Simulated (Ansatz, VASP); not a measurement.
**Cu: VASP beside Ansatz**

The input INCAR:

```
  PREC = Accurate
  ENCUT = 520
  EDIFF = 1E-7
  ISMEAR = 0
  SIGMA = 0.1
  LREAL = False
  LASPH = True
  NELM = 100
  ALGO = Fast
  ISIF = 2
  LWAVE = False
  LCHARG = False
  GGA = PS
  NBANDS = 18
```

KPOINTS

```
regular mesh
0
Gamma
  18 18 10
```

Contents of POSCAR:

```
Cu
1.0
    2.5205910255      0.0000000000      0.0000000000
   -1.2602955127      2.1828958606      0.0000000000
    0.0000000000      0.0000000000      4.1165232687
Cu
2
Direct
    0.3333333333      0.6666666667      0.2500000000
    0.6666666667      0.3333333333      0.7500000000
```

Input for Ansatz:

```yaml
crystal:
  lattice:
    - [2.5205910255, 0.0, 0.0]
    - [-1.2602955127, 2.1828958606, 0.0]
    - [0.0, 0.0, 4.1165232687]
  atoms:
    - { symbol: Cu, position: [0.3333333333, 0.6666666667, 0.25] }
    - { symbol: Cu, position: [0.6666666667, 0.3333333333, 0.75] }
basis:
  ecutwfc: 420
kpoints:
  mp_grid: { grid: [18, 18, 10] }
  band_path:
    path:
      - [[0.0, 0.0, 0.0], [0.5, 0.0, 0.0], [0.33333333, 0.33333333, 0.0], [0.0, 0.0, 0.0], [0.0, 0.0, 0.5], [0.5, 0.0, 0.5], [0.33333333, 0.33333333, 0.5], [0.0, 0.0, 0.5]]
      - [[0.5, 0.0, 0.5], [0.5, 0.0, 0.0]]
      - [[0.33333333, 0.33333333, 0.5], [0.33333333, 0.33333333, 0.0]]
    npoints: 14
hamiltonian:
  xc: pbesol
scf:
  occupations: { method: gaussian, width: 0.1 }
  n_extra_bands: 6
output:
  forces: true
  stress: true
  eigenvalues: true
  populations: true
  dos: { projected: true, de: 0.02, nscf_kmesh: { grid: [27, 27, 15] } }
  bader: true
  write_density: true
  write_potential: true
  elf: true
  volumetric_format: npy
```

This isn't the form of Cu at room conditions, which is fcc.

Alike in both runs: task single point; functional PBEsol; k mesh 18 × 18 × 10; occupations gaussian, width 0.1 eV; no spin polarisation.

|  | VASP | Ansatz |
| --- | --- | --- |
| version | VASP 6.6.1 | Ansatz 0.2.0 |
| potentials or method | VASP PAW PBE potentials, release 64 (Cu) | scalar-relativistic, plane waves, PAW |
| plane-wave cutoff (eV) | 520 | 420 |
| valence electrons in the cell | 22 | 38 |

VASP gave:

| Property | Result |
| --- | --- |
| gap on the k mesh at the Fermi level (eV) | none |
| pressure (GPa) | 0.8 |

Q: Which values does Ansatz return?

A: gap on the k mesh at the Fermi level (eV): none; pressure (GPa): 0.0.

A gap of «none» marks a metal or a gap that the smearing closes. The two sets of potentials don't hold the same shells in valence.

Caveats: the PAW data sets were made with another functional, which shifts forces and pressure a little (VASP).
